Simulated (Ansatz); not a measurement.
PtSe:

```
Pt Se
1.0
     0.00000    3.03745    3.03745
     3.03745    0.00000    3.03745
     3.03745    3.03745    0.00000
Pt Se
1 1
Direct
  0.00000 0.00000 0.00000
  0.25000 0.25000 0.25000
```

The cell comes from a database or a generator and needn't be the stable form of this composition.

Base run:

```yaml
Program: Ansatz 0.2.0
Functional: r2SCAN
Potentials_or_basis: Ansatz PAW
Cutoff: 500 eV
Density_cutoff: 2000 eV
k_mesh: 8 × 8 × 8
Occupations: fermi-dirac, width 0.05 eV
Spin: no spin polarisation
Hubbard_terms: Pt d U = 4 eV
```

Its results: band gap on the k mesh none (metal or under the smearing width); pressure -13.2 GPa.

Task: After a change of settings the same cell gave: band gap on the k mesh none (metal or under the smearing width); pressure -12.3 GPa. Which change was it?
A. hubbard terms from Pt d U = 4 eV to Pt d U = 2 eV
B. hubbard terms from Pt d U = 4 eV to Pt d U = 8 eV
C. hubbard terms from Pt d U = 4 eV to none; hubbard projectors from ortho-atomic (the default) to none
D. functional from r2SCAN to PBE; cutoff from 500 eV to 420 eV; density cutoff from 2000 eV to 1680 eV; hubbard terms from Pt d U = 4 eV to none; hubbard projectors from ortho-atomic (the default) to none

Result: B.

Caveats: U without spin polarisation on a metal has little footing; the PAW data sets come from PBE, with cores solved anew for the run's functional, which leaves a small shift of forces and pressure; the density of states is complete only up to the lowest level of the last band computed.

Not every run made on this cell is shown here.
